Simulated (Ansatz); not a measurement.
## Molecular dynamics of TaS₂

Input:

```yaml
crystal:
  lattice:
    - [6.67891, 0.0, 0.0]
    - [0.0, 23.484601, 0.0]
    - [0.0, 0.0, 16.308695]
  atoms:
    - { symbol: Ta, position: [0.93836722, 0.75, 0.06131698] }
    - { symbol: Ta, position: [0.81160707, 0.25, 0.1932424] }
    - { symbol: S, position: [0.81161197, 0.3159495, 0.09128623] }
    - { symbol: S, position: [0.81161197, 0.1840505, 0.09128623] }
    - { symbol: S, position: [0.938376, 0.68245002, 0.15951756] }
    - { symbol: S, position: [0.938376, 0.81754998, 0.15951756] }
    - { symbol: Ta, position: [0.43836722, 0.75, 0.06131698] }
    - { symbol: Ta, position: [0.31160707, 0.25, 0.1932424] }
    - { symbol: S, position: [0.31161197, 0.3159495, 0.09128623] }
    - { symbol: S, position: [0.31161197, 0.1840505, 0.09128623] }
    - { symbol: S, position: [0.438376, 0.68245002, 0.15951756] }
    - { symbol: S, position: [0.438376, 0.81754998, 0.15951756] }
    - { symbol: Ta, position: [0.18836562, 0.75, 0.23519103] }
    - { symbol: Ta, position: [0.06160569, 0.25, 0.36640993] }
    - { symbol: S, position: [0.06160151, 0.31738682, 0.26708477] }
    - { symbol: S, position: [0.06160151, 0.18261318, 0.26708477] }
    - { symbol: S, position: [0.18835923, 0.67852921, 0.32967022] }
    - { symbol: S, position: [0.18835923, 0.82147079, 0.32967022] }
    - { symbol: Ta, position: [0.68836562, 0.75, 0.23519103] }
    - { symbol: Ta, position: [0.56160569, 0.25, 0.36640993] }
    - { symbol: S, position: [0.56160151, 0.31738682, 0.26708477] }
    - { symbol: S, position: [0.56160151, 0.18261318, 0.26708477] }
    - { symbol: S, position: [0.68835923, 0.67852921, 0.32967022] }
    - { symbol: S, position: [0.68835923, 0.82147079, 0.32967022] }
basis:
  ecutwfc: 420.0
kpoints:
  mp_grid: { grid: [1, 1, 1] }
hamiltonian:
  xc: pbe
  dispersion: d3bj
scf:
  occupations: { method: fermi_dirac, width: 0.05 }
  lower_state_search: "off"
  max_iter: 61
md:
  timestep: 2
  n_steps: 200
  ensemble: nvt_nose_hoover
  temperature: 300.0
  initial_velocities: zero
  seed: 397224
  nose_hoover: { tau: 100.0, chain_length: 1 }
  constraints: [{ sites: [0, 2, 3, 6, 8, 9] }]
```

Command:

```bash
$ ansatz run input.yaml --threads 4 --pin off --max-ram 10240MiB --backend cpu --events-out ev --progress --plain --runs-dir out
```

It starts from a relaxed structure.

Output, in part (step lines):

```
md step     0: t =     0.00 fs  T =     0.0 K  F+E_penalty+E_count = -93893.85622411 eV  E_kin = 0.000000 eV  conserved = -93893.85622411 eV  (15 SCF iters)
md step     1: t =     2.00 fs  T =     0.0 K  F+E_penalty+E_count = -93893.85622530 eV  E_kin = 0.000001 eV  conserved = -93893.85622412 eV  (3 SCF iters)
md step     2: t =     4.00 fs  T =     0.0 K  F+E_penalty+E_count = -93893.85622877 eV  E_kin = 0.000005 eV  conserved = -93893.85622414 eV  (3 SCF iters)
md step     3: t =     6.00 fs  T =     0.0 K  F+E_penalty+E_count = -93893.85623421 eV  E_kin = 0.000010 eV  conserved = -93893.85622416 eV  (3 SCF iters)
md step     4: t =     8.00 fs  T =     0.0 K  F+E_penalty+E_count = -93893.85624116 eV  E_kin = 0.000017 eV  conserved = -93893.85622418 eV  (3 SCF iters)
md step     5: t =    10.00 fs  T =     0.0 K  F+E_penalty+E_count = -93893.85624903 eV  E_kin = 0.000025 eV  conserved = -93893.85622422 eV  (3 SCF iters)
md step     6: t =    12.00 fs  T =     0.0 K  F+E_penalty+E_count = -93893.85625715 eV  E_kin = 0.000033 eV  conserved = -93893.85622427 eV  (3 SCF iters)
md step     7: t =    14.00 fs  T =     0.0 K  F+E_penalty+E_count = -93893.85626482 eV  E_kin = 0.000041 eV  conserved = -93893.85622430 eV  (2 SCF iters)
[... lines left out ...]
md step   200: t =   400.00 fs  T =    54.7 K  F+E_penalty+E_count = -93893.73151283 eV  E_kin = 0.127190 eV  conserved = -93893.85562808 eV  (10 SCF iters)
```

The steps, from the saved trajectory:

```json
{"time (fs)": "0.0", "T (K)": "0", "potential energy less start (eV)": "0.000", "conserved less start (meV/atom)": "0.00"}
{"time (fs)": "12.0", "T (K)": "0", "potential energy less start (eV)": "0.000", "conserved less start (meV/atom)": "0.00"}
{"time (fs)": "24.0", "T (K)": "0", "potential energy less start (eV)": "0.000", "conserved less start (meV/atom)": "0.00"}
{"time (fs)": "36.0", "T (K)": "0", "potential energy less start (eV)": "0.000", "conserved less start (meV/atom)": "0.00"}
{"time (fs)": "48.0", "T (K)": "0", "potential energy less start (eV)": "0.000", "conserved less start (meV/atom)": "0.00"}
{"time (fs)": "60.0", "T (K)": "0", "potential energy less start (eV)": "0.000", "conserved less start (meV/atom)": "0.00"}
{"time (fs)": "72.0", "T (K)": "0", "potential energy less start (eV)": "0.000", "conserved less start (meV/atom)": "0.00"}
{"time (fs)": "84.0", "T (K)": "0", "potential energy less start (eV)": "0.000", "conserved less start (meV/atom)": "0.00"}
{"time (fs)": "96.0", "T (K)": "0", "potential energy less start (eV)": "0.000", "conserved less start (meV/atom)": "0.00"}
{"time (fs)": "108.0", "T (K)": "0", "potential energy less start (eV)": "0.000", "conserved less start (meV/atom)": "0.00"}
{"time (fs)": "120.0", "T (K)": "0", "potential energy less start (eV)": "0.000", "conserved less start (meV/atom)": "0.00"}
{"time (fs)": "132.0", "T (K)": "0", "potential energy less start (eV)": "0.000", "conserved less start (meV/atom)": "0.00"}
{"time (fs)": "144.0", "T (K)": "0", "potential energy less start (eV)": "0.000", "conserved less start (meV/atom)": "0.00"}
{"time (fs)": "156.0", "T (K)": "0", "potential energy less start (eV)": "0.000", "conserved less start (meV/atom)": "0.00"}
{"time (fs)": "168.0", "T (K)": "0", "potential energy less start (eV)": "0.000", "conserved less start (meV/atom)": "0.00"}
{"time (fs)": "180.0", "T (K)": "0", "potential energy less start (eV)": "0.000", "conserved less start (meV/atom)": "0.00"}
{"time (fs)": "192.0", "T (K)": "0", "potential energy less start (eV)": "0.000", "conserved less start (meV/atom)": "0.00"}
{"time (fs)": "204.0", "T (K)": "0", "potential energy less start (eV)": "0.000", "conserved less start (meV/atom)": "0.00"}
{"time (fs)": "216.0", "T (K)": "0", "potential energy less start (eV)": "0.000", "conserved less start (meV/atom)": "0.00"}
{"time (fs)": "228.0", "T (K)": "0", "potential energy less start (eV)": "0.001", "conserved less start (meV/atom)": "0.00"}
{"time (fs)": "240.0", "T (K)": "0", "potential energy less start (eV)": "0.001", "conserved less start (meV/atom)": "0.00"}
{"time (fs)": "252.0", "T (K)": "1", "potential energy less start (eV)": "0.000", "conserved less start (meV/atom)": "0.00"}
{"time (fs)": "264.0", "T (K)": "1", "potential energy less start (eV)": "0.001", "conserved less start (meV/atom)": "0.00"}
{"time (fs)": "276.0", "T (K)": "0", "potential energy less start (eV)": "0.003", "conserved less start (meV/atom)": "0.00"}
{"time (fs)": "288.0", "T (K)": "1", "potential energy less start (eV)": "0.002", "conserved less start (meV/atom)": "0.00"}
{"time (fs)": "300.0", "T (K)": "2", "potential energy less start (eV)": "0.002", "conserved less start (meV/atom)": "0.00"}
{"time (fs)": "312.0", "T (K)": "2", "potential energy less start (eV)": "0.005", "conserved less start (meV/atom)": "0.00"}
{"time (fs)": "324.0", "T (K)": "4", "potential energy less start (eV)": "0.005", "conserved less start (meV/atom)": "0.00"}
{"time (fs)": "336.0", "T (K)": "8", "potential energy less start (eV)": "0.006", "conserved less start (meV/atom)": "0.00"}
{"time (fs)": "348.0", "T (K)": "7", "potential energy less start (eV)": "0.023", "conserved less start (meV/atom)": "0.00"}
{"time (fs)": "360.0", "T (K)": "6", "potential energy less start (eV)": "0.036", "conserved less start (meV/atom)": "0.01"}
{"time (fs)": "372.0", "T (K)": "20", "potential energy less start (eV)": "0.026", "conserved less start (meV/atom)": "0.00"}
{"time (fs)": "384.0", "T (K)": "36", "potential energy less start (eV)": "0.051", "conserved less start (meV/atom)": "0.01"}
{"time (fs)": "396.0", "T (K)": "43", "potential energy less start (eV)": "0.117", "conserved less start (meV/atom)": "0.03"}
```

All steps were run. The conserved energy stayed within 0.026 meV per atom of its start (net change 0.025 meV per atom), so the integration is sound. The mean temperature of the second half is 98 % below the set value. A run of 0.4 ps of so small a system gives no equilibrium averages. Limits of this set-up: coarse k mesh, slab without dipole correction.

Mean squared displacements from the first frame to the last: Ta 0.00 Å², S 0.00 Å².

Last frame:

```xyz
24
Lattice="6.6789 0.0000 0.0000 0.0000 23.4846 0.0000 0.0000 0.0000 16.3087" Properties=species:S:1:pos:R:3
Ta 6.267 17.613 1.000
Ta 5.429 5.871 3.156
S 5.421 7.420 1.489
S 5.421 4.322 1.489
S 6.271 16.047 2.560
S 6.271 19.180 2.560
Ta 2.928 17.613 1.000
Ta 2.090 5.871 3.156
S 2.081 7.420 1.489
S 2.081 4.322 1.489
S 2.931 16.047 2.560
S 2.931 19.180 2.560
Ta 1.258 17.613 3.819
Ta 0.432 5.871 5.993
S 0.421 7.472 4.404
S 0.421 4.270 4.404
S 1.264 15.966 5.414
S 1.264 19.260 5.414
Ta 4.598 17.613 3.819
Ta 3.758 5.871 5.993
S 3.760 7.472 4.404
S 3.760 4.270 4.404
S 4.603 15.966 5.414
S 4.603 19.260 5.414
```

Time of the run: 12 min on 4 threads of Arm Neoverse V2, with other jobs on the host, peak memory 1.7 GiB.
